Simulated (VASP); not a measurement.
A run of VASP 6.6.1:

The input INCAR:

```
ALGO = Fast ; EDIFF = 1E-6
ENCUT = 520 ; GGA = PE
ISIF = 2 ; ISMEAR = -1
IVDW = 12 ; LASPH = T
LCHARG = T ; LELF = T
LREAL = Auto ; LVHAR = T
LWAVE = F ; NBANDS = 72
NELM = 60 ; PREC = Accurate
SIGMA = 0.05
```

Contents of KPOINTS:

```
k-points
0
Gamma
  1 1 1
```

Contents of POSCAR:

```
H7C2NO2
1.0
    7.3489790000      0.0000000000      0.0000000000
    0.0000000000      7.3489790000      0.0000000000
    0.0000000000      0.0000000000      7.3489790000
C N H O
6 3 21 6
Direct
    0.7188753703      0.5567576122      0.3494499032
    0.6434771415      0.5406873526      0.5359928229
    0.1208467190      0.3624040836      0.6042608096
   -0.0160158302      0.2588794988      0.7093230230
    0.2062735517      0.8656576648      0.5571114028
    0.1591105377      0.9726521194      0.3991030591
    0.5946676402      0.5266309783      0.6894427103
   -0.1269700186      0.1709217022      0.7990089508
    0.1322088415      1.0441042218      0.2612335673
    0.6593705058      0.6336662549      0.2329983526
    0.8656712722      0.5882721940      0.3732083055
    0.7408920341      0.4111047262      0.2907342639
    0.1059194753      0.5080161475      0.6331491762
    0.2572057969      0.3104104665      0.6306046051
    0.0992790971      0.3478714526      0.4451366646
    0.3608936697      0.8506487772      0.5573971568
    0.1451494146      0.9274349539      0.6954027219
    0.1488914310      0.7548803718      0.5084243675
    0.3973068912      0.1556678826     -0.1652610519
    0.4889658822      0.2777936908     -0.0175398515
    0.1045315274      0.6482805299      1.0987920907
    0.0997689611      0.4344276940      1.0459684264
    0.0621038650      0.8385790734      0.9202638897
    0.1671388638      0.9571397605      1.0568134703
    0.8300608833      0.1176762105      0.0966664893
    0.6149697802      0.0997145318      0.0745953962
    0.7429603486      0.6666640359     -0.1186423311
    0.7809656280      0.8223999552      0.0525106957
    0.5069139536      0.1331749621      0.4286853997
    0.5971033527      0.2769092142      0.5641872157
    0.4330533534      0.1559536366     -0.0381413527
    0.1406862096      0.5262227583      1.1495746552
    0.1864068464      0.8480905987      0.9748837219
    0.7303191368      0.0408083898      0.1435573567
    0.8364291148      0.7223316327     -0.0308886445
    0.6036620869      0.1435981787      0.5240047631
```

Potentials or basis: VASP PAW PBE potentials, release 64 (C, N, H, O).

Command:

```sh
$ cat potpaw_PBE.64/C/POTCAR potpaw_PBE.64/N/POTCAR potpaw_PBE.64/H/POTCAR potpaw_PBE.64/O/POTCAR > POTCAR
$ mpirun -np 1 vasp_gam > vasp.out
```

Hardware: 1 thread of Intel(R) Xeon(R) 6975P-C (Granite Rapids), with other jobs on the host.

Task: Estimate the wall time of this run.

Result: Run time: 39 s on 1 thread of Intel(R) Xeon(R) 6975P-C (Granite Rapids) (shared host), peak memory 0.43 GiB. Counts: scf iterations 18, k points 1.
